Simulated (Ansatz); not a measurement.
ZrN(001): from terraces to steps

These are results of DFT PBE, scalar-relativistic, plane waves, PAW (Ansatz 0.2.0), not measurements.

Cutoff 420 eV, Γ-centred meshes of like density (3×8×1 for the 36-atom cell), Gaussian smearing of 0.10 eV, energies at zero smearing and 0 K, each start's symmetry kept, no spin polarisation.

A (001) slab of relaxed bulk ZrN (Fm-3m, 12.13 Å³/atom, gap on the mesh 0.00 eV), 3 planes in a 3×1 cell with the lowest 1 held; added atoms sit on lattice sites of the next plane. A dipole correction is on. The surface energy is the mean of the held and the free face; step energies are per length and the mean of the stripe's two steps, which run along the cube edge; step and island energies count from the flat slab and bulk atoms.

The flat slab gives a surface energy of 1.47 J/m² (92.0 meV/Å²); planes follow at h = 2.30 Å, and an atom takes 5.28 Å² of its plane.

**Question.** Estimate the step energy β from the surface energy and compare with the stripes.

**Answer.** A step opens a strip of height h, so a first guess is γh = 92.0 × 2.30 = 211 meV/Å. Computed: 248 meV/Å for the stripe 1 surface cells wide, 257 meV/Å for the stripe 1.5 surface cells wide, 1.17 and 1.22 of the guess. The step costs about what a strip of the same face would. The two widths differ by 9 meV/Å (before rounding), from step–step interaction and confinement in so narrow a cell, or from the k mesh, which in a metal moves β by several meV/Å. A vicinal face tilted by θ holds tan θ/h steps per length, so its energy per terrace area is γ + (β/h) tan θ for far-apart steps, with β/h = 1.79 J/m².

Slabs of three or four planes are thin, so both faces still feel each other.

Spin polarisation was left out, and a magnetic state may lie lower.

Small energy differences in metals hang on the k mesh (about 10 mJ/m² or 1 to 2 meV/atom on the mesh of the relaxation).

Cost: 3 runs of about 2.4 core-hours in all, on Arm Neoverse V2 (shared hosts).